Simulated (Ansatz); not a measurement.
# Si2Ni: the cost of one run

Computed, not measured: Ansatz 0.2.0, DFT, LDA, spin-orbit coupling, plane waves, PAW.

## (1) The cell

Symmetry: Fm-3m, No. 225, cubic system. Conventional cell: a = 5.382 Å, b = 5.382 Å, c = 5.382 Å, α = 90.00°, β = 90.00°, γ = 90.00°. Around Si (site symmetry -43m) lie 4 Ni at 2.33 Å. Ni (site symmetry m-3m) is surrounded by 8 Si at 2.33 Å.

Symmetry-reduced, conventional setting; the input below types the cell that was run:

```cif
data_structure
_symmetry_space_group_name_H-M 'Fm-3m'
_symmetry_Int_Tables_number 225
_cell_length_a 5.3822
_cell_length_b 5.3822
_cell_length_c 5.3822
_cell_angle_alpha 90.000
_cell_angle_beta 90.000
_cell_angle_gamma 90.000
_cell_volume 155.91
loop_
_atom_site_label
_atom_site_type_symbol
_atom_site_symmetry_multiplicity
_atom_site_Wyckoff_symbol
_atom_site_fract_x
_atom_site_fract_y
_atom_site_fract_z
_atom_site_occupancy
Si1 Si 8 c 0.25000 0.75000 0.75000 1
Ni1 Ni 4 a 0.00000 0.00000 0.00000 1
```

It starts from an earlier solution of the starting cell (checkpoint.read).

## (2) The walk to rest

File input.yaml:

```yaml
crystal:
  lattice:
    - [2.69109524, 5.38219049, 2.69109524]
    - [2.69109524, 0.0, 2.69109524]
    - [-2.69109524, 0.0, 2.69109524]
  atoms:
    - { symbol: Si, position: [0.25, 0.25, 0.0] }
    - { symbol: Si, position: [0.75, 0.25, 0.5] }
    - { symbol: Si, position: [0.25, 0.75, 0.5] }
    - { symbol: Si, position: [0.75, 0.75, 0.0] }
    - { symbol: Ni, position: [0.0, 0.0, 0.0], spin: 2, spin_axis: [-0.70711, 0.0, 0.70711] }
    - { symbol: Ni, position: [0.5, 0.0, 0.5], spin: 2, spin_axis: [-0.70711, 0.0, 0.70711] }
  symmetry: { tolerance: 0.0003 }
kpoints:
  mp_grid: { grid: [6, 6, 6], shift: [0, 0, 0] }
magnetization:
  noncollinear: true
  spin_orbit: true
scf:
  occupations: { method: fermi_dirac }
  lower_state_search: "off"
hamiltonian:
  pseudopotentials: { kind: paw_fr }
  xc: lda
basis:
  ecutwfc: 420
  fft_grid_basis: typed
relax:
  max_steps: 80
  cell: { p_target: 20.0 }
  f_tol: 0.03
output:
  forces: true
  stress: true
  eigenvalues: true
  bader: true
  populations: true
  elf: true
  write_potential: true
  volumetric_format: npy
  dos:
    e_range: [-12, 8]
    de: 0.05
    projected: { site_lists: { Ni: [Ni], Si: [Si] } }
    method: { smearing: { sigma: 0.1, scheme: gaussian } }
checkpoint:
  read: saved_state
```

On the command line:

```
> ansatz run input.yaml --threads 2 --pin off --max-ram 3584MiB --backend cpu --events-out ev --progress --plain --runs-dir out
```

Q: Estimate wall time and peak memory on 2 threads of Arm Neoverse V2, shared host.

About 9.5 min, with a peak of 0.94 GiB.
